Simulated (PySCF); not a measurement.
Compound: C₄H₈.
Structure used (GFN2-xTB), in Å, numbered top down from 1:
```
atom  x, y, z in Å
C1     1.877    0.301    0.569
C2     0.671    0.681    0.193
C3    -0.250   -0.137   -0.653
C4    -1.540   -0.468    0.098
H5     2.289   -0.649    0.268
H6     2.508    0.920    1.184
H7     0.278    1.639    0.510
H8    -0.501    0.425   -1.558
H9     0.247   -1.061   -0.954
H10   -1.317   -1.043    0.994
H11   -2.208   -1.053   -0.529
H12   -2.053    0.444    0.395
```

Method: TDDFT CAM-B3LYP/def2-SVPD, vertical, gas phase, core orbitals frozen in the response in PySCF.

Ground-to-excited transition dipoles (e·a0, same axes as the geometry; the sign carries no meaning), for the states with f of 0.002 or more among the lowest 8:

```
state  E (hartree)      μx      μy      μz
   S1       0.2703  -0.549  -0.204   0.220
   S2       0.2768   1.374  -0.213   0.563
   S5       0.3006   0.154  -0.050  -0.195
   S6       0.3189   0.172   0.168  -0.249
   S7       0.3279  -0.100  -0.031   0.036
   S8       0.3460  -0.001  -0.051  -0.116
```

(1) What oscillator strength does each state have?

(2) Which bond between heavy atoms lies closest to the direction of the S2 transition dipole?

(3) What angle do the transition dipoles of S1 and S5 make?

(4) What peak molar absorption coefficient would the strongest computed level give as a lone Gaussian band 0.3 eV wide at half height?

Results:

(1) f = (2/3) ΔE |μ|² with ΔE in hartree (27.2114 eV).

```json
{"state": "S1", "|μ|² (au)": "0.392", "|μ| (D)": "1.59", "f": "0.071"}
{"state": "S2", "|μ|² (au)": "2.250", "|μ| (D)": "3.81", "f": "0.415"}
{"state": "S5", "|μ|² (au)": "0.064", "|μ| (D)": "0.64", "f": "0.013"}
{"state": "S6", "|μ|² (au)": "0.120", "|μ| (D)": "0.88", "f": "0.026"}
{"state": "S7", "|μ|² (au)": "0.012", "|μ| (D)": "0.28", "f": "0.003"}
{"state": "S8", "|μ|² (au)": "0.016", "|μ| (D)": "0.32", "f": "0.004"}
```

(2) C1–C2, at 10° from it; next C2–C3 at 46°.

(3) |cos θ| = |μa·μb| / (|μa| |μb|) = 0.74, so θ ≈ 42° (taken between 0 and 90°, since the signs are arbitrary).

(4) ε(max) = 2.175×10⁸ f / FWHM, with the width in cm⁻¹. S2: 2.175×10⁸ × 0.4152 / 2420 ≈ 37000 L mol⁻¹ cm⁻¹.

One conformer stands for the species.
